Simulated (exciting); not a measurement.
A run of exciting (release sodium):

Contents of input.xml:

```xml
<input>
  <title>Si2Mo</title>
  <structure speciespath="./" tshift="false">
    <crystal scale="1">
      <basevect>-3.023561799401 3.023561799401 7.427568532842</basevect>
      <basevect>3.023561799401 -3.023561799401 7.427568532842</basevect>
      <basevect>3.023561799401 3.023561799401 -7.427568532842</basevect>
    </crystal>
    <species speciesfile="Mo.xml" rmt="2.29">
      <atom coord="0.000000000000 0.000000000000 0.000000000000"/>
    </species>
    <species speciesfile="Si.xml" rmt="2">
      <atom coord="0.667000000000 0.667000000000 0.000000000000"/>
      <atom coord="0.333000000000 0.333000000000 0.000000000000"/>
    </species>
  </structure>
  <groundstate do="fromscratch" ngridk="12 12 12" rgkmax="7" gmaxvr="14" lmaxapw="10" lmaxmat="10" lmaxvr="8" xctype="GGA_PBE" stype="Fermi Dirac" swidth="0.00183747" nempty="16" ValenceRelativity="iora*" epsengy="1e-06" epspot="1e-06" maxscl="80" tforce="true" outputlevel="normal"/>
</input>
```

Potentials or basis: all-electron LAPW+lo, shipped species files, valence relativity iora*.

Run with:

```console
$ OMP_NUM_THREADS=1 exciting_smp
```

Hardware: 1 thread of Intel(R) Xeon(R) 6975P-C (Granite Rapids), on a shared host.

Task: Estimate the wall time of this run.

Result: Run time: 2.1 min on 1 thread of Intel(R) Xeon(R) 6975P-C (Granite Rapids), with other jobs on the host, peak memory 0.17 GiB. Counts: scf iterations 15, plane waves 206.
